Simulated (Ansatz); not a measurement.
A computed series for BeO: response to strain

Base system: BeO in the wurtzite structure (space group P6_3mc, No. 186; a = 2.6905 Å, c = 4.3699 Å). Axes: x lies along a and z along c of the hexagonal cell.

Strains are applied to the cell and any free atomic positions relax; under stress the whole cell relaxes.

Calculations: r2SCAN in Ansatz (plane waves to 500 eV, PAW, spin-orbit coupling left out).

Candidates:
(a) isotropic strain −0.91 %
(b) uniaxial strain ε_yy = −3.33 %
(c) uniaxial stress, 8 GPa compression along x
(d) uniaxial strain ε_yy = +0.87 %
(e) isotropic strain +3.99 %

Notes on the quantities. energy relative to the base: free energy F.

Problem. Order them by energy relative to the base, lowest first.

Solution. (d) uniaxial strain ε_yy = +0.87 % (+0.7 meV/atom), (c) uniaxial stress, 8 GPa compression along x (+3.0 meV/atom), (a) isotropic strain −0.91 % (+3.7 meV/atom), (b) uniaxial strain ε_yy = −3.33 % (+11 meV/atom), (e) isotropic strain +3.99 % (+62 meV/atom)

Stability under load was not tested beyond the relaxation.

Ansatz is a first-principles code.
